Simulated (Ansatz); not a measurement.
A 3-atom cell of Se from a materials database, 3 atoms and 48 valence electrons in a cell of about 80 Å³, was run 16 times in the plane-wave code Ansatz, each time on 4 threads of Arm Neoverse V2 (shared host).

```
                               run   k mesh  irreducible k  cutoff (eV)  plane waves  bands  SCF iterations  wall time  peak host memory (GiB)
            relaxation, PBE-D3(BJ)    6×6×6             34          420         1421     29              42          ?                       ?
          relaxation, r2SCAN+rVV10    6×6×4             24          500         2053     29              47       27 s                    0.59
                        bands, PBE  12×12×6            100          420         1547     28               6          ?                       ?
              single point, r2SCAN  12×12×6            100          500         2053     28               6       11 s                     0.6
               single point, HSE06    6×6×4             24          420         1547     28              18       69 s                     1.7
             single point, PBE+SOC  12×12×6            100          420         1547     56               7          ?                       ?
                single point, PBE0    6×6×4             24          420         1547     28              19       64 s                     1.7
                 single point, LDA  12×12×6            100          420         1547     28               7        5 s                    0.43
G0W0, PBE, 240 empty bands, 120 eV    6×6×4             24          420         1547     29               6          ?                       ?
                relaxation, PBE-D4    6×6×4             24          420         1421     29              18          ?                       ?
            field response, r2SCAN    6×6×4             76          500         2053     29              11          ?                       ?
               field response, PBE    6×6×4             76          420         1547     29              12          ?                       ?
            single point, DDH-PBE0    6×6×4             24          420         1547     28              13      2 min                     1.7
           single point, HSE06+SOC    6×6×4             24          420         1547     56              15    6.2 min                     4.9
             single point, r2SCANh    6×6×4             24          500         2053     28              13       92 s                     2.3
             single point, r2SCAN0    6×6×4             24          500         2053     28              19          ?                       ?
```

Question: Estimate the missing times and memories.

Answer:

| run | wall time | peak host memory (GiB) |
| --- | --- | --- |
| single point, PBE+SOC | 35 s | 1.1 |
| single point, r2SCAN0 | 99 s | 2.3 |
| relaxation, PBE-D3(BJ) | 13 s | 0.4 |
| field response, PBE | 69 s | 1 |
| relaxation, PBE-D4 | 3 s | 0.35 |
| bands, PBE | 6.5 s | 0.45 |
| field response, r2SCAN | 2.8 min | 2.3 |
| G0W0, PBE, 240 empty bands, 120 eV | 5.4 min | 1.2 |

Only the levels marked +SOC include spin-orbit coupling.
